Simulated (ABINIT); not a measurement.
CdSe: single point with RPBE

Crystal: CdSe.

```
CELL_PARAMETERS angstrom
0.00000 3.07027 3.07027
3.07027 0.00000 3.07027
3.07027 3.07027 0.00000
ATOMIC_POSITIONS crystal
Cd 0.00000 0.00000 0.00000
Se 0.25000 0.25000 0.25000
```

Measurements of this composition are mostly on another form, of space group No. 186.

```
Program             : ABINIT 10.8.3 (patched build)
Task                : single point
Functional          : RPBE
Potentials or basis : JTH PAW PBE v2.0
Cutoff              : 707 eV
k mesh              : 8 × 8 × 8
Occupations         : fermi-dirac, width 0.05 eV
Spin                : no spin polarisation
Fine-grid cutoff    : 1306.15 eV
```

| Item | Value |
| --- | --- |
| Pressure | 3.1 GPa |
| Band gap on the k mesh | 0.72 eV, direct |
| Valence electrons inside the program's atomic spheres | Cd 10.43; Se 3.96 |

Levels at points of the mesh, in eV from the valence-band top:
| k point | band 7 | band 8 | band 9 | band 10 | band 11 | band 12 |
| --- | --- | --- | --- | --- | --- | --- |
| (0.00, 0.00, 0.00) | 0.00 | 0.00 | 0.00 | 0.72 | 6.01 | 6.01 |
| (0.50, 0.00, 0.00) | -4.17 | -0.70 | -0.70 | 2.48 | 6.53 | 6.53 |
| (0.50, 0.50, 0.00) | -3.91 | -1.74 | -1.74 | 3.38 | 3.83 | 9.16 |

It took 44 s on 1 thread of Arm Neoverse V1, on a shared host, peak memory 0.16 GiB.

Caveat: the PAW data sets were made with another functional, which shifts forces and pressure a little. Expect the measured gap to be larger: semilocal functionals such as RPBE lack the derivative discontinuity.
